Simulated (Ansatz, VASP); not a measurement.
**One calculation of Si, two programs**

```
CELL_PARAMETERS angstrom
0.00000 2.71076 2.71076
2.71076 0.00000 2.71076
2.71076 2.71076 0.00000
ATOMIC_POSITIONS crystal
Si 0.50000 0.50000 0.50000
Si 0.75000 0.75000 0.75000
```

Alike in both runs: functional PBE; dispersion D3(BJ); k mesh 10 × 10 × 10; occupations gaussian, width 0.02 eV; no spin polarisation.

Ansatz relaxed the structure, and its values are those at the end. VASP's run is a single point on that final structure, the one shown.

|  | VASP | Ansatz |
| --- | --- | --- |
| version | VASP 6.6.1 | Ansatz 0.2.0 |
| potentials or method | VASP PAW PBE potentials, release 64 (Si) | scalar-relativistic, plane waves, PAW |
| plane-wave cutoff (eV) | 520 | 420 |
| valence electrons in the cell | 8 | 8 |

```csv
,VASP,Ansatz,Ansatz less VASP
gap on the k mesh at the Fermi level (eV),0.57,0.57,-0.002
least direct gap on the mesh (eV),2.57,2.56,-0.005
pressure (GPa),-0.1,0.0,+0.08
```

The functional is the same, so the differences come from potentials, cutoffs and numerics.

A k mesh can miss the band edges. A hybrid or GW would open this gap; PBE tends to underestimate it.
